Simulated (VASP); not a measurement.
A run of VASP 6.6.1 is set up as follows.

The input INCAR:

```
  ALGO = Fast
  EDIFF = 1E-6
  ENCUT = 520
  GGA = PE
  ISIF = 2
  ISMEAR = -1
  LASPH = T
  LCHARG = F
  LREAL = F
  LWAVE = F
  NBANDS = 14
  NELM = 100
  PREC = Accurate
  SIGMA = 0.1
```

The input KPOINTS:

```
k-points
0
Gamma
  6 6 6
```

Contents of POSCAR:

```
HfB
1.0
    0.0000000000      2.3100000000      2.3100000000
    2.3100000000      0.0000000000      2.3100000000
    2.3100000000      2.3100000000      0.0000000000
Hf B
1 1
Direct
    0.5000000000      0.5000000000      0.5000000000
    0.0000000000      0.0000000000      0.0000000000
```

Potentials or basis: VASP PAW PBE potentials, release 64 (Hf_pv, B).

Command:

```console
$ cat potpaw_PBE.64/Hf_pv/POTCAR potpaw_PBE.64/B/POTCAR > POTCAR
$ mpirun -np 1 vasp_std > vasp.out
```

Q: What does it give for the band gap on the k mesh?

A: None (metal or under the smearing width).

Q: Predict the pressure.

A: 30.9 GPa.

Caveat: the k mesh is coarse (spacing up to 0.39 Å⁻¹), so the values aren't converged; a pressure of tens of GPa on the cell as given is suspect, and the run, the potentials or the cell itself is likely at fault. Spin-orbit coupling is left out, which matters for the levels of Hf.
